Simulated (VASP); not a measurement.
# C₂F₄: harmonic vibrations of a molecule

C₂F₄, molecule in box, 6 atoms in the cell. PBE, harmonic vibrations; PAW potentials F, C (PBE set).

## Input

INCAR.step1:
```
SYSTEM = CF2
  PREC = Accurate
  ENCUT = 400
  EDIFF = 1E-8
  ISMEAR = 0
  SIGMA = 0.01
  ISYM = 0
  LREAL = .False.
  LASPH = .True.
  NELM = 100
  ALGO = Normal
  LWAVE = .False.
  LCHARG = .False.
  IBRION = 2
  NSW = 60
  ISIF = 2
  EDIFFG = -0.002
  POTIM = 0.5
```

INCAR.step2, as INCAR.step1 but for:
```
- IBRION = 2
- NSW = 60
- ISIF = 2
- EDIFFG = -0.002
- POTIM = 0.5
+ IBRION = 5
+ NFREE = 2
+ POTIM = 0.015
+ NSW = 1
```

KPOINTS:
```
k-points
0
Gamma
  1 1 1
```

POSCAR.step1:
```
CF2
1.0
   12.0000000000      0.0000000000      0.0000000000
    0.0000000000     13.0000000000      0.0000000000
    0.0000000000      0.0000000000     11.0000000000
F C
4 2
Direct
    0.5979333300      0.4151653800      0.4394227300
    0.4723750000      0.3854653800      0.5794500000
    0.5297916700      0.6177653800      0.4267318200
    0.4042333300      0.5880576900      0.5667500000
    0.5173750000      0.4531884600      0.5061227300
    0.4848000000      0.5500346200      0.5000500000
```

Commands (each step's output is kept before the next begins):
```
cat potpaw_PBE.64/F/POTCAR potpaw_PBE.64/C/POTCAR > POTCAR
cp INCAR.step1 INCAR
cp POSCAR.step1 POSCAR
mpirun -np 4 vasp_gam > vasp.out
cp CONTCAR POSCAR
cp INCAR.step2 INCAR
mpirun -np 4 vasp_gam > vasp.out
```

## Result

- Vibrations (cm⁻¹; a negative value is imaginary): 1840, 1281, 1278, 1150, 771, 533, 527, 493, 392, 384, 205, 190
- Zero-point energy (eV): 0.561
- Translations and rotations, which should read zero (cm⁻¹): -20, -11, -2, 14, 30, 36
- Vibrational entropy at 298 K (meV/K): 0.370
- Displaced cells: 36
- Ionic steps, all stages: 52
- Electronic steps, all stages: 987

VASP 6.6.1 took 1006 s on 4 cores (AMD EPYC 7R43 (Zen 3)), a shared host.
